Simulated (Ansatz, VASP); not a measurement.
## SnO: VASP beside Ansatz

```
Sn O
1.0
     3.13144    0.00000    0.00000
     0.00000    3.13144    0.00000
     0.00000    0.00000    3.13144
Sn O
1 1
Direct
  0.50000 0.50000 0.50000
  0.00000 0.00000 0.00000
```

Change from the starting cell: species swapped into the TmAu type (Pm-3m, No. 221).

Alike in both runs: functional PBE; k mesh 12 × 12 × 12; occupations gaussian, width 0.01 eV; no spin polarisation.

Ansatz relaxed the structure, and its values are those at the end. VASP's run is a single point on that final structure, the one shown.

|  | VASP | Ansatz |
| --- | --- | --- |
| version | VASP 6.6.1 | Ansatz 0.2.0 |
| potentials or method | VASP PAW PBE potentials, release 64 (Sn_d, O) | scalar-relativistic, plane waves, PAW |
| plane-wave cutoff (eV) | 520 | 420 |
| valence electrons in the cell | 20 | 20 |

```tsv
	VASP	Ansatz	Ansatz less VASP
gap on the k mesh at the Fermi level (eV)	none	none	-
pressure (GPa)	0.0	0.0	+0.01
```

A gap of «none» marks a metal or a gap that the smearing closes.
